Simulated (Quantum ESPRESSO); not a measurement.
# WC (Fm-3m) in Quantum ESPRESSO: reference runs

Aim: a first look at WC with PBEsol, on the cell as given and on a disturbed one.

All numbers are computed with Quantum ESPRESSO 7.5; they aren't measurements. Logs are shortened: lines on timing, memory, paths and dates and some standing lists are left out, and cuts for length are marked.

## 1. The crystal as given

It takes space group Fm-3m (No. 225, cubic). Conventional cell: a = 4.385 Å, b = 4.385 Å, c = 4.385 Å, α = 90.00°, β = 90.00°, γ = 90.00°. W (site symmetry m-3m) is surrounded by 6 C at 2.19 Å. C (site symmetry m-3m) is surrounded by 6 W at 2.19 Å.

Measurements of this composition are mostly on another form, of space group No. 187.

## 2. Single point, PBEsol

Contents of pw.in:

```
&CONTROL
  calculation = 'scf'
  prefix = 'pwscf'
  outdir = './tmp'
  pseudo_dir = './pseudo'
  tprnfor = .true.
  tstress = .true.
  disk_io = 'low'
/
&SYSTEM
  ibrav = 0
  nat = 2
  ntyp = 2
  ecutwfc = 56
  ecutrho = 448
  nbnd = 15
  occupations = 'smearing'
  smearing = 'fd'
  degauss = 0.00367493
/
&ELECTRONS
  conv_thr = 4d-10
  electron_maxstep = 120
  mixing_beta = 0.5
/
ATOMIC_SPECIES
W    183.8400 w_pbesol_v1.2.uspp.F.UPF
C     12.0110 c_pbesol_v1.2.uspp.F.UPF
CELL_PARAMETERS angstrom
   0.0000000000    2.1926840000    2.1926840000
   2.1926840000    0.0000000000    2.1926840000
   2.1926840000    2.1926840000    0.0000000000
ATOMIC_POSITIONS crystal
W      0.0000000000    0.0000000000    0.0000000000
C      0.5000000000    0.5000000000    0.5000000000
K_POINTS automatic
10 10 10 0 0 0
```

Contents of pp_density.in:

```
&INPUTPP
  prefix = 'pwscf'
  outdir = './tmp'
  filplot = 'density.dat'
  plot_num = 0
/
&PLOT
  nfile = 1
  filepp(1) = 'density.dat'
  iflag = 3
  output_format = 6
  fileout = 'density.cube'
/
```

Contents of pp_potential.in:

```
&INPUTPP
  prefix = 'pwscf'
  outdir = './tmp'
  filplot = 'potential.dat'
  plot_num = 11
/
&PLOT
  nfile = 1
  filepp(1) = 'potential.dat'
  iflag = 3
  output_format = 6
  fileout = 'potential.cube'
/
```

Potentials or basis: GBRV 1.5 PBEsol.

Started as:

```
$ OMP_NUM_THREADS=1 mpirun -n 2 pw.x -nk 2 -in pw.in > pw.out
$ OMP_NUM_THREADS=1 mpirun -n 1 pp.x -in pp_density.in > pp_density.out
$ OMP_NUM_THREADS=1 mpirun -n 1 pp.x -in pp_potential.in > pp_potential.out
```

pw.out:

```text
This program is part of the open-source Quantum ESPRESSO suite
     for quantum simulation of materials; please cite
[... 13 lines left out ...]
     --------------------
     sticks:   dense  smooth     PW     G-vecs:    dense   smooth      PW
     Sum        1069     517    163                22899     7991    1459

     Using Slab Decomposition

     bravais-lattice index     =            0
     lattice parameter (alat)  =       5.8599  a.u.
     unit-cell volume          =     142.2836 (a.u.)^3
     number of atoms/cell      =            2
     number of atomic types    =            2
     number of electrons       =        18.00
     number of Kohn-Sham states=           15
     kinetic-energy cutoff     =      56.0000  Ry
     charge density cutoff     =     448.0000  Ry
     scf convergence threshold =      4.0E-10
     mixing beta               =       0.5000
     number of iterations used =            8  plain     mixing
     Exchange-correlation= SLA  PW   PSX  PSC
                           (   1   4  10   8   0   0   0)

     celldm(1)=   5.859896  celldm(2)=   0.000000  celldm(3)=   0.000000
     celldm(4)=   0.000000  celldm(5)=   0.000000  celldm(6)=   0.000000

     crystal axes: (cart. coord. in units of alat)
               a(1) = (   0.000000   0.707107   0.707107 )
               a(2) = (   0.707107   0.000000   0.707107 )
               a(3) = (   0.707107   0.707107   0.000000 )

     reciprocal axes: (cart. coord. in units 2 pi/alat)
               b(1) = ( -0.707107  0.707107  0.707107 )
               b(2) = (  0.707107 -0.707107  0.707107 )
               b(3) = (  0.707107  0.707107 -0.707107 )

     PseudoPot. # 1 for W  read from file:
     w_pbesol_v1.2.uspp.F.UPF
     Pseudo is Ultrasoft + core correction, Zval = 14.0
     Generated by new atomic code, or converted to UPF format
     Using radial grid of  923 points,  8 beta functions with:
                l(1) =   0
                l(2) =   0
                l(3) =   0
                l(4) =   1
                l(5) =   1
                l(6) =   2
                l(7) =   2
                l(8) =   3
     Q(r) pseudized with  6 coefficients,  rinner =    1.350   1.350   1.350
                                                       1.350   1.350   1.350
                                                       1.350

     PseudoPot. # 2 for C  read from file:
     c_pbesol_v1.2.uspp.F.UPF
     Pseudo is Ultrasoft + core correction, Zval =  4.0
     Generated by new atomic code, or converted to UPF format
     Using radial grid of  721 points,  4 beta functions with:
                l(1) =   0
                l(2) =   0
                l(3) =   1
                l(4) =   1
     Q(r) pseudized with  8 coefficients,  rinner =    1.100   1.100   1.100

     atomic species   valence    mass     pseudopotential
     W                14.00   183.84000     W ( 1.00)
     C                 4.00    12.01100     C ( 1.00)

     48 Sym. Ops., with inversion, found

   Cartesian axes

     site n.     atom                  positions (alat units)
         1        W      tau(   1) = (   0.0000000   0.0000000   0.0000000  )
         2        C      tau(   2) = (   0.7071068   0.7071068   0.7071068  )

     number of k points=    47  Fermi-Dirac smearing, width (Ry)=  0.0037
                       cart. coord. in units 2pi/alat
        k(    1) = (   0.0000000   0.0000000   0.0000000), wk =   0.0020000
        k(    2) = (   0.0707107   0.0707107  -0.0707107), wk =   0.0160000
        k(    3) = (   0.1414214   0.1414214  -0.1414214), wk =   0.0160000
        k(    4) = (   0.2121320   0.2121320  -0.2121320), wk =   0.0160000
        k(    5) = (   0.2828427   0.2828427  -0.2828427), wk =   0.0160000
        k(    6) = (  -0.3535534  -0.3535534   0.3535534), wk =   0.0080000
[... 39 lines left out ...]
        k(   46) = (  -0.0707107  -0.3535534   0.6363961), wk =   0.0480000
        k(   47) = (  -0.7071068   0.2828427   0.0000000), wk =   0.0240000

     Dense  grid:    22899 G-vectors     FFT dimensions: (  40,  40,  40)

     Smooth grid:     7991 G-vectors     FFT dimensions: (  27,  27,  27)

     Initial potential from superposition of free atoms

     starting charge      17.8996, renormalised to      18.0000

     negative rho (up, down):  6.112E-02 0.000E+00
     Starting wfcs are   17 randomized atomic wfcs

     Self-consistent Calculation

     iteration #  1     ecut=    56.00 Ry     beta= 0.50
     Davidson diagonalization with overlap
     ethr =  1.00E-02,  avg # of iterations =  2.8

     negative rho (up, down):  6.226E-02 0.000E+00
[... 67 lines left out ...]
     iteration #  9     ecut=    56.00 Ry     beta= 0.50
     Davidson diagonalization with overlap
     ethr =  4.05E-10,  avg # of iterations =  1.6

     negative rho (up, down):  6.546E-02 0.000E+00

     End of self-consistent calculation

          k = 0.0000 0.0000 0.0000 (   965 PWs)   bands (ev):

   -53.6999 -17.6964 -17.6964 -17.6964   5.8890  18.9161  18.9161  18.9161
    20.6536  20.6536  20.6536  20.7043  20.7043  28.1669  31.2947

          k = 0.0707 0.0707-0.0707 (   980 PWs)   bands (ev):
[... 141 lines left out ...]
   -53.6510 -18.1673 -17.9955 -17.8730   8.6807  15.1666  15.8413  17.3337
    19.5346  23.4066  24.1586  25.4573  26.7724  30.6840  33.2529

          k =-0.7071 0.0000 0.0000 (   998 PWs)   bands (ev):

   -53.6506 -18.2264 -17.9061 -17.9061   8.1419  15.8878  16.0825  19.2030
    19.2030  22.5257  23.9585  23.9585  27.0838  28.9473  33.4617

          k = 0.2828 0.1414 0.0000 (  1000 PWs)   bands (ev):

   -53.6799 -17.9569 -17.7933 -17.7385   7.5218  15.1666  16.7984  17.0532
    19.3652  21.6250  22.9199  23.6959  26.9532  30.9635  34.4425

          k = 0.3536 0.2121-0.0707 (  1008 PWs)   bands (ev):
[... 51 lines left out ...]
   -53.6522 -18.0906 -18.0693 -17.8574   9.1925  14.3737  15.6536  16.2096
    21.0386  22.6017  24.1577  26.0267  27.2335  32.6826  33.5071

          k =-0.7071 0.1414 0.0000 (  1004 PWs)   bands (ev):

   -53.6506 -18.1964 -17.9372 -17.9083   8.4145  15.7292  15.9479  17.5014
    19.8672  23.7657  23.8627  23.9618  27.0071  29.9761  33.3916

          k =-0.1414-0.4243 0.7071 (  1025 PWs)   bands (ev):
[... 6 lines left out ...]
   -53.6518 -18.1032 -18.0393 -17.8835   9.1766  14.6010  15.6116  15.9997
    21.9035  22.0792  23.9821  25.8705  26.8837  33.3345  33.5016

          k =-0.7071 0.2828 0.0000 (  1020 PWs)   bands (ev):

   -53.6506 -18.1172 -18.0183 -17.9118   8.9518  15.5857  15.6534  15.6950
    21.3606  22.8923  23.9671  24.9582  26.6849  32.6943  33.8133

     the Fermi energy is    21.7287 ev

!    total energy              =    -170.48860661 Ry
     estimated scf accuracy    <          2.8E-10 Ry
     smearing contrib. (-TS)   =      -0.00046937 Ry
     internal energy E=F+TS    =    -170.48813724 Ry

     The total energy is F=E-TS. E is the sum of the following terms:
     one-electron contribution =     -10.59902654 Ry
     hartree contribution      =      16.78011184 Ry
     xc contribution           =     -44.65259775 Ry
     ewald contribution        =    -132.01662479 Ry

     convergence has been achieved in   9 iterations

     negative rho (up, down):  6.546E-02 0.000E+00

     Forces acting on atoms (cartesian axes, Ry/au):

     atom    1 type  1   force =    -0.00000000    0.00000000    0.00000000
     atom    2 type  2   force =     0.00000000   -0.00000000   -0.00000000

     Total force =     0.000000     Total SCF correction =     0.000000

     Computing stress (Cartesian axis) and pressure

     negative rho (up, down):  6.546E-02 0.000E+00
          total   stress  (Ry/bohr**3)                   (kbar)     P=      -94.56
  -0.00064282   0.00000000   0.00000000          -94.56        0.00        0.00
   0.00000000  -0.00064282   0.00000000            0.00      -94.56        0.00
   0.00000000   0.00000000  -0.00064282            0.00        0.00      -94.56

=------------------------------------------------------------------------------=
   JOB DONE.
=------------------------------------------------------------------------------=
```

pp_potential.out:

```text
This program is part of the open-source Quantum ESPRESSO suite
     for quantum simulation of materials; please cite
         "P. Giannozzi et al., J. Phys.:Condens. Matter 21 395502 (2009);
         "P. Giannozzi et al., J. Phys.:Condens. Matter 29 465901 (2017);
         "P. Giannozzi et al., J. Chem. Phys. 152 154105 (2020);
     in publications or presentations arising from this work. More details at

     IMPORTANT: XC functional enforced from input :
     Exchange-correlation= PBESOL
                           (   1   4  10   8   0   0   0)
     Any further DFT definition will be discarded
     Please, verify this is what you really want

     G-vector sticks info
     --------------------
     sticks:   dense  smooth     PW     G-vecs:    dense   smooth      PW
     Sum        1069     517    163                22899     7991    1459

     Using Slab Decomposition

     negative rho (up, down):  6.546E-02 0.000E+00

     Calling punch_plot, plot_num =  11
     Writing data to file  potential.dat
     Reading data from file  potential.dat

     Writing data to be plotted to file potential.cube
     Plot Type: 3D                     Output format: Gaussian cube

=------------------------------------------------------------------------------=
   JOB DONE.
=------------------------------------------------------------------------------=
```

Run time: 11 s. Hardware: 2 MPI ranks of Arm Neoverse V2, shared host; peak memory 0.28 GiB.

Results:

| Item | Value |
| --- | --- |
| Free energy | -2319.6157 eV |
| Pressure | -9.5 GPa |
| Band gap on the k mesh | none (metal or under the smearing width) |

Spin-orbit coupling is left out, which matters for the levels of W.

## 3. Single point, PBEsol (atoms moved at random, drawn with an rms of 0.05 Å)

pw.in, as its differences from that of step 2:

```diff
@@ -7,3 +7,3 @@
   tstress = .true.
-  disk_io = 'low'
+  disk_io = 'nowf'
 /
@@ -33,4 +33,4 @@
 ATOMIC_POSITIONS crystal
-W      0.0000000000    0.0000000000    0.0000000000
-C      0.5000000000    0.5000000000    0.5000000000
+W     -0.0174180000   -0.0048180000    0.0027980000
+C      0.5174460000    0.5059440000    0.4867750000
 K_POINTS automatic
```

Potentials or basis: GBRV 1.5 PBEsol.

Started as:

```
$ OMP_NUM_THREADS=1 mpirun -n 2 pw.x -nk 2 -in pw.in > pw.out
```

pw.out:

```text
This program is part of the open-source Quantum ESPRESSO suite
     for quantum simulation of materials; please cite
[... 10 lines left out ...]
     --------------------
     sticks:   dense  smooth     PW     G-vecs:    dense   smooth      PW
     Sum        1069     517    163                22899     7991    1459

     Using Slab Decomposition

     bravais-lattice index     =            0
     lattice parameter (alat)  =       5.8599  a.u.
     unit-cell volume          =     142.2836 (a.u.)^3
     number of atoms/cell      =            2
     number of atomic types    =            2
     number of electrons       =        18.00
     number of Kohn-Sham states=           15
     kinetic-energy cutoff     =      56.0000  Ry
     charge density cutoff     =     448.0000  Ry
     scf convergence threshold =      4.0E-10
     mixing beta               =       0.5000
     number of iterations used =            8  plain     mixing
     Exchange-correlation= SLA  PW   PSX  PSC
                           (   1   4  10   8   0   0   0)

     celldm(1)=   5.859896  celldm(2)=   0.000000  celldm(3)=   0.000000
     celldm(4)=   0.000000  celldm(5)=   0.000000  celldm(6)=   0.000000

     crystal axes: (cart. coord. in units of alat)
               a(1) = (   0.000000   0.707107   0.707107 )
               a(2) = (   0.707107   0.000000   0.707107 )
               a(3) = (   0.707107   0.707107   0.000000 )

     reciprocal axes: (cart. coord. in units 2 pi/alat)
[... 35 lines left out ...]

     No symmetry found

   Cartesian axes

     site n.     atom                  positions (alat units)
         1        W      tau(   1) = (  -0.0014284  -0.0103379  -0.0157232  )
         2        C      tau(   2) = (   0.7019583   0.7100915   0.7236460  )

     number of k points=   504  Fermi-Dirac smearing, width (Ry)=  0.0037

     Number of k-points >= 100: set verbosity='high' to print them.

     Dense  grid:    22899 G-vectors     FFT dimensions: (  40,  40,  40)

     Smooth grid:     7991 G-vectors     FFT dimensions: (  27,  27,  27)

     Initial potential from superposition of free atoms

     starting charge      17.8996, renormalised to      18.0000

     negative rho (up, down):  6.219E-02 0.000E+00
     Starting wfcs are   17 randomized atomic wfcs

     Self-consistent Calculation

     iteration #  1     ecut=    56.00 Ry     beta= 0.50
     Davidson diagonalization with overlap
     ethr =  1.00E-02,  avg # of iterations =  2.8

     negative rho (up, down):  6.368E-02 0.000E+00
[... 67 lines left out ...]
     iteration #  9     ecut=    56.00 Ry     beta= 0.50
     Davidson diagonalization with overlap
     ethr =  9.24E-12,  avg # of iterations =  1.4

     negative rho (up, down):  6.732E-02 0.000E+00

     End of self-consistent calculation

     Number of k-points >= 100: set verbosity='high' to print the bands.

     the Fermi energy is    21.6990 ev

!    total energy              =    -170.48570013 Ry
     estimated scf accuracy    <          4.1E-11 Ry
     smearing contrib. (-TS)   =      -0.00048411 Ry
     internal energy E=F+TS    =    -170.48521602 Ry

     The total energy is F=E-TS. E is the sum of the following terms:
     one-electron contribution =     -10.72631088 Ry
     hartree contribution      =      16.84877782 Ry
     xc contribution           =     -44.66099858 Ry
     ewald contribution        =    -131.94668438 Ry

     convergence has been achieved in   9 iterations

     negative rho (up, down):  6.732E-02 0.000E+00

     Forces acting on atoms (cartesian axes, Ry/au):

     atom    1 type  1   force =    -0.00302962    0.01105837    0.02580892
     atom    2 type  2   force =     0.00302962   -0.01105837   -0.02580892

     Total force =     0.039939     Total SCF correction =     0.000001

     Computing stress (Cartesian axis) and pressure

     negative rho (up, down):  6.732E-02 0.000E+00
          total   stress  (Ry/bohr**3)                   (kbar)     P=      -75.06
  -0.00064850  -0.00000091   0.00000016          -95.40       -0.13        0.02
  -0.00000091  -0.00059196  -0.00000125           -0.13      -87.08       -0.18
   0.00000016  -0.00000125  -0.00029026            0.02       -0.18      -42.70

=------------------------------------------------------------------------------=
   JOB DONE.
=------------------------------------------------------------------------------=
```

Run time: 24 s. Hardware: 2 MPI ranks of AMD EPYC 9R45 (Zen 5), shared host; peak memory 0.38 GiB.

What came out:

```yaml
Free_energy: -2319.5761 eV
Pressure: -7.5 GPa
Largest_force: 0.726 eV/Å
Band_gap_on_the_k_mesh: none (metal or under the smearing width)
```

Forces in eV/Å, atoms in the order of the input:
```
W   -0.078  0.284  0.664
C    0.078 -0.284 -0.664
```

The run has no spin-orbit coupling, so splittings on W are missing.
